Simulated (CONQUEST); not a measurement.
**TiO2 (Anatase) under changes of volume**

One of the cells (11.354 Å³/atom); the others are scaled copies at fixed shape and fractional positions:

```
CELL_PARAMETERS angstrom
3.78420 0.00000 0.00000
0.00000 3.78420 0.00000
0.00000 0.00000 9.51460
ATOMIC_POSITIONS crystal
Ti 0.00000 0.50000 0.25000
Ti 0.50000 0.00000 0.75000
Ti 0.00000 0.00000 0.00000
Ti 0.50000 0.50000 0.50000
O 0.00000 0.00000 0.79190
O 0.50000 0.50000 0.29190
O 0.00000 0.50000 0.04190
O 0.50000 0.00000 0.54190
O 0.00000 0.50000 0.45810
O 0.50000 0.00000 0.95810
O 0.00000 0.00000 0.20810
O 0.50000 0.50000 0.70810
```

| Quantity | Value |
| --- | --- |
| Program | CONQUEST 1.3 |
| Functional | PBE |
| Potentials or basis | PseudoDojo NC PBE, SZ, grid of 40 × 40 × 100 points |
| k mesh | 7 × 7 × 3 |
| Occupations | fermi-dirac, width 0.05 eV |
| Spin | no spin polarisation |

```tsv
volume (Å³/atom)	energy over the lowest point (meV/atom)	pressure (GPa)	gap on the mesh (eV)	largest force (eV/Å)
10.673	49.92	19.9	1.60	0.626
10.900	25.66	14.1	1.56	0.484
11.127	9.78	8.5	1.52	0.325
11.354	?	?	?	?
11.581	0.00	-1.1	1.45	0.055
11.808	4.34	-4.9	1.42	0.041
12.035	13.51	-7.9	1.38	0.099
```

Problem. What does the run at 11.354 Å³/atom give?

Solution. Energy over the lowest point 1.44 meV/atom; pressure 3.4 GPa; gap on the mesh 1.48 eV; largest force 0.184 eV/Å.

Worked out: A Birch-Murnaghan fit of order 3 (a polynomial in V^(-2/3)) to the other rows has its minimum at 11.53 Å³/atom with B0 = V·E''(V) = 214 GPa and B' = 5.7 at fixed shape and positions, which overstates the stiffness. It gives 1.63 meV/atom at 11.354 Å³/atom, against the run's 1.44, and -dE/dV = 3.4 GPa, against 3.4. A straight line through the other rows of the gap, of slope -1.8 eV per unit of ln V, gives 1.49 eV, against the run's 1.48.

Energies are extrapolated to zero smearing.

Caveats: the atomic basis is small; an odd mesh through Γ misses points on the zone boundary, where band edges often lie; the basis of atomic orbitals isn't converged, which shifts pressures, moduli and gaps.
